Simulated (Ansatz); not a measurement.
A relaxed cell of C is given with its symmetry left out. The cell was found from a structure generator's guess, not taken from experiment.

The calculation used DFT PBE, scalar-relativistic, plane waves, PAW (Ansatz). Cutoff 420 eV, Γ-centred mesh, Gaussian smearing, no spin polarisation.

The sheet is periodic along a and b; c holds vacuum.

```
CELL_PARAMETERS angstrom
2.46641 0.00000 0.00000
-1.23321 2.13597 0.00000
0.00000 0.00000 23.90710
ATOMIC_POSITIONS crystal
C 0.33333 0.66667 0.31371
C 0.66667 0.33333 0.31371
```

Energies count from the standard state of C at the same level.

Q: What layer group does it have?

A: p6/mmm (No. 80). In-plane cell: a = 2.466 Å, b = 2.466 Å, γ = 120.0°, thickness 0.00 Å between the outermost nuclei. C at height 0.00 Å has 3 C at 1.42 Å.

Q: How far does it lie from the standard state of C?

A: 0.00 eV/atom. It is level with the standard state within the noise.

Q: Is it a metal?

A: There is no gap on the 24×24×1 mesh, but valence and conduction bands meet within 0.015 eV, so at this level it has a zero gap rather than a metal's Fermi surface.

The last run used a 24×24×1 mesh for its 2-atom cell and Gaussian smearing of 0.10 eV. The zero gap may come from the functional, which often closes small gaps, or the cell may be a true semimetal. The reference form of C is held partly by dispersion forces, which this level lacks. A later test with randomly moved atoms came back to the same energy, though modes that don't fit the test's cell weren't probed.
